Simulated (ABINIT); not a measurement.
## Cu in ABINIT: the effect of functional

The system is Cu.

```
Cu
1.0
     0.00000    1.80750    1.80750
     1.80750    0.00000    1.80750
     1.80750    1.80750    0.00000
Cu
1
Direct
  0.00000 0.00000 0.00000
```

Alike in all runs:

| Quantity | Value |
| --- | --- |
| Program | ABINIT 10.8.3 (patched build) |
| Task | single point |
| Potentials or basis | JTH PAW PBE v2.0 |
| Cutoff | 844 eV |
| k mesh | 13 × 13 × 13 |
| Occupations | fermi-dirac, width 0.05 eV |
| Spin | no spin polarisation |

One run gave: pressure 4.2 GPa. Which functional did it use?
A. PW91
B. PBE
C. revPBE
D. r2SCAN
E. PBEsol

C.

```tsv
functional	pressure (GPa)
PBE	1.0
LDA	-12.0
PBEsol	-6.8
RPBE	5.4
BLYP	10.0
AM05	-7.1
r2SCAN	-4.8
SCAN	-6.7
revPBE	4.2
PW91	1.1
WC	-5.9
```

Caveats: the PAW data sets were made with another functional, which shifts forces and pressure a little (some runs).
